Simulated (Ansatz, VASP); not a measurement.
**SnO2: VASP beside Ansatz**

```xyz
6
Lattice="4.7207 0.0000 0.0000 0.0000 4.7207 0.0000 0.0000 0.0000 3.1888" Properties=species:S:1:pos:R:3 pbc="T T T"
Sn    0.0000    0.0000   -0.0840
Sn    2.3604    2.3604    1.6784
O     1.4450    1.4450    0.0489
O     0.9153    3.8054    1.5455
O     3.2757    3.2757    0.0489
O     3.8054    0.9153    1.5455
```

Change from the starting cell: mode 4 frozen in at +0.000 Å and mode 5 at -0.084 Å (largest displacements).

Alike in both runs: task single point; functional LDA; k mesh 6 × 6 × 8; occupations gaussian, width 0.05 eV; no spin polarisation.

```csv
,VASP,Ansatz
version,VASP 6.6.1,Ansatz 0.2.0
potentials or method,"VASP PAW LDA potentials, release 64 (Sn_d, O)","scalar-relativistic, plane waves, PAW"
plane-wave cutoff (eV),520,520
valence electrons in the cell,52,52
```

|  | VASP | Ansatz | Ansatz less VASP |
| --- | --- | --- | --- |
| gap on the k mesh at the Fermi level (eV) | 1.17 | 1.14 | -0.027 |
| least direct gap on the mesh (eV) | 1.17 | 1.14 | -0.027 |
| pressure (GPa) | 1.4 | 0.0 | -1.38 |
| largest component of the traceless stress (GPa) | 0.24 | 0.15 | -0.094 |
| rms of the force components (eV/Å) | 0.280 | 0.267 | -0.0127 |

Atom by atom the forces differ by 0.021 eV/Å (rms over components). Ansatz warned: «pseudo_functional_mismatch».

Caveats: spin-orbit coupling is left out, which moves the levels of the heavy elements.
